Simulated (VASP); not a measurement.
Wanted: the native input for a VASP 6.6.1 run.

- Task: relaxation of cell and atoms
- Functional: PBEsol
- Potentials or basis: VASP PAW PBE potentials, release 64 (Na_pv)
- Cutoff: 480 eV
- k mesh: 14 × 14 × 14
- Occupations: gaussian, width 0.1 eV
- Spin: no spin polarisation
- Further INCAR settings: ALGO = Normal; EDIFF = 1e-07; IBRION = 2; EDIFFG = -0.005; NSW = 90; ISIF = 3

The structure of Na lies in POSCAR:

```
Na
1.0
   -2.1175000000      2.1175000000      2.1175000000
    2.1175000000     -2.1175000000      2.1175000000
    2.1175000000      2.1175000000     -2.1175000000
Na
1
Direct
    0.0000000000      0.0000000000      0.0000000000
```

One way to write it, as run:

INCAR

```
SYSTEM = Na
ALGO = Normal
EDIFF = 1E-7
EDIFFG = -0.005
ENCUT = 480
GGA = PS
IBRION = 2
ISIF = 3
ISMEAR = 0
LASPH = .TRUE.
LCHARG = .FALSE.
LREAL = .FALSE.
LWAVE = .FALSE.
NELM = 100
NSW = 90
PREC = Accurate
SIGMA = 0.1
```

KPOINTS

```
k-points
0
G
  14 14 14
  0 0 0
```

Potentials or basis: VASP PAW PBE potentials, release 64 (Na_pv).

The run is started by

```bash
$ cat potpaw_PBE.64/Na_pv/POTCAR > POTCAR
$ mpirun -np 1 vasp_std > vasp.out
```

It gave:

* Relaxed volume: 36.17 Å³/atom
* Relaxed cell: a = 3.608 Å, b = 3.608 Å, c = 3.608 Å, α = 109.47°, β = 109.47°, γ = 109.47°
* Space group after relaxing (to 0.05 Å): Im-3m (No. 229)
* Energy gained by relaxing: 2.1 meV/atom
* Ionic steps: 3
* Pressure after relaxing: 0.0 GPa
* Band gap on the k mesh: none (metal or under the smearing width)

Caveat: the PAW data sets were made with another functional, which shifts forces and pressure a little.

Run time: 37 s on 1 thread of Intel(R) Xeon(R) Platinum 8488C (Sapphire Rapids) (shared host), peak memory 0.16 GiB.
